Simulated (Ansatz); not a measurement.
Input and command of a calculation in Ansatz (plane waves; scalar-relativistic PAW potentials unless the input names others):

```yaml
crystal:
  lattice:
    - [3.604304784, 0.0, 0.0]
    - [0.0, 3.604304784, 0.0]
    - [0.0, 0.0, 5.8561635803]
  atoms:
    - { symbol: Hf, position: [0.5, 0.5, 0.5] }
    - { symbol: Hf, position: [0.0, 0.0, 0.0] }
    - { symbol: O, position: [0.0, 0.5, 0.6932520948] }
    - { symbol: O, position: [0.5, 0.0, 0.8067479052] }
    - { symbol: O, position: [0.5, 0.0, 0.3067479052] }
    - { symbol: O, position: [0.0, 0.5, 0.1932520948] }
basis:
  precision: f64
kpoints:
  mp_grid: { grid: [6, 6, 4] }
hamiltonian:
  xc: pbe
  pseudopotentials: { kind: paw, source: jth }
scf:
  occupations: { method: gaussian, width: 0.05 }
  eigensolver: { kind: davidson }
output:
  forces: true
  eigenvalues: true
  stress: true
```

```bash
ansatz run input.yaml --threads 1 --pin off --max-ram 2560MiB --backend cpu --events-out ev --progress --plain --runs-dir out
```

Abridged log:
```
Warning: <dir> the checks of this Hf dataset prove no rule for summing its radial tables, as where they were carried onto another mesh than they were made on, and Gregory's rule is taken, under which a leading mesh point left out moves its sums only by what lay on the interval it spanned. ...
Warning: <dir> the checks of this O dataset prove no rule for summing its radial tables, as where they were carried onto another mesh than they were made on, and Gregory's rule is taken, under which a leading mesh point left out moves its sums only by what lay on the interval it spanned. ...
Basis set: ecut = 1380 eV, 8823 PW (Γ), exchange–correlation on 90×90×144 points (8 copies of the dense FFT grid, shifted against one another)
Bands: 30, of which v1, the nominal top of the filled ones, is band 24 counted from 1 (23 counted from 0)
Symmetry: 16 space group operations
k-points: 30 of 144
SCF iter   1: F=—  HF=-21224.514721 eV  |F-HF|=—  |Δ(HF+E_count)|=         —  Δρ=4.78e-2  dr2=1.65e0  ethr=1.00e-1  ⟨swp⟩=3.0  Hψ=3183  notcnv=0
SCF iter   2: F=—  HF=-21224.439151 eV  |F-HF|=—  |Δ(HF+E_count)|=   7.56e-2  Δρ=3.03e-2  dr2=4.34e-1  ethr=3.43e-3  ⟨swp⟩=3.1  Hψ=2096  notcnv=0  defer=3
SCF iter   3: F=—  HF=-21224.480066 eV  |F-HF|=—  |Δ(HF+E_count)|=   4.09e-2  Δρ=1.08e-2  dr2=1.08e-1  ethr=9.04e-4  ⟨swp⟩=2.8  Hψ=1842  notcnv=0  defer=3
SCF iter   4: F=—  HF=-21224.479513 eV  |F-HF|=—  |Δ(HF+E_count)|=   5.53e-4  Δρ=2.78e-3  dr2=5.58e-3  ethr=1.29e-5  ⟨swp⟩=4.1  Hψ=4031  notcnv=0  defer=9
SCF iter   5: F=—  HF=-21224.482621 eV  |F-HF|=—  |Δ(HF+E_count)|=   3.11e-3  Δρ=1.12e-3  dr2=8.40e-4  ethr=1.16e-5  ⟨swp⟩=3.0  Hψ=2086  notcnv=0
automatic band count: iteration 5 solves 28 bands in place of 30: the levels show a gap, and the empty bands left out lie too high to hold charge; the band table lists the bands solved (type scf.n_extra_bands for more)
SCF iter   6: F=—  HF=-21224.482964 eV  |F-HF|=—  |Δ(HF+E_count)|=   3.43e-4  Δρ=4.04e-4  dr2=9.86e-5  ethr=1.75e-6  ⟨swp⟩=3.0  Hψ=1852  notcnv=0
SCF iter   7: F=—  HF=-21224.483036 eV  |F-HF|=—  |Δ(HF+E_count)|=   7.19e-5  Δρ=1.00e-4  dr2=7.19e-6  ethr=2.06e-7  ⟨swp⟩=4.0  Hψ=2164  notcnv=0
SCF iter   8: F=—  HF=-21224.483036 eV  |F-HF|=—  |Δ(HF+E_count)|=   4.61e-7  Δρ=1.49e-5  dr2=1.07e-7  ethr=1.50e-8  ⟨swp⟩=3.9  Hψ=2019  notcnv=0
SCF iter   9: F=-21224.483036 eV  HF=-21224.483036 eV  |F-HF|=2.46e-9  |Δ(HF+E_count)|=   2.03e-7  Δρ=3.86e-6  dr2=7.50e-9  ethr=2.24e-10  ⟨swp⟩=4.3  Hψ=2336  notcnv=0
SCF 1 converged in 9 iterations: F = -21224.483036 eV  dr2 = 7.50e-9
  Residual-converged pass: ⟨swp⟩=3.8  Hψ=2303  notcnv=0  max |occ|·‖R‖ = 6.7e-6 eV (tolerance 6.7e-6 eV) dr2=7.61e-9  dr2_onsite=3.86e-10  max |Δocc| = 0.0e0
SCF converged after 9 iterations
Free energy (F): -21224.483036 eV
Harris-Foulkes:  -21224.483036 eV  (|F-HF|=2.46e-9)
Internal energy: -21224.483036 eV  (E = F + TS)
E sigma→0 (E₀):  -21224.483036 eV
Fermi energy:    11.914853 eV
--- Forces (eV/Å), atoms counted from 1 ---
  atom   1  Hf     0.00000000     0.00000000     0.00000000
  atom   2  Hf     0.00000000     0.00000000     0.00000000
  atom   3  O      0.00000000     0.00000000    -1.22110254
  atom   4  O      0.00000000     0.00000000     1.22110254
  atom   5  O      0.00000000     0.00000000     1.22110254
  atom   6  O      0.00000000     0.00000000    -1.22110254
--- Stress (GPa, compression-positive) ---
      -11.356410       0.000000       0.000000
        0.000000     -11.356410       0.000000
        0.000000       0.000000     -36.674795
  P = ⅓ Tr σ = -19.7959 GPa (-197.959 kbar)
```

Apart from outputs and empty bands, the input differs from a reference run on usual settings in scf.eigensolver.kind: not typed → "davidson"; basis.precision: not typed → "f64"; hamiltonian.pseudopotentials: not typed → {"kind": "paw", "source": "jth"}; basis.ecutwfc: 420 → not typed. The reference, at the same geometry (not necessarily relaxed), gave pressure -17.98 GPa, largest force 1.177 eV/Å, gap on the mesh 4.00 eV. This run converged in 9 SCF iterations (reference: 7) with a total energy on another zero, pressure -19.80 GPa, largest force 1.221 eV/Å, gap on the mesh 3.98 eV.

The run took 26 s on 1 thread of Arm Neoverse V2 (shared host), peak memory 0.59 GiB.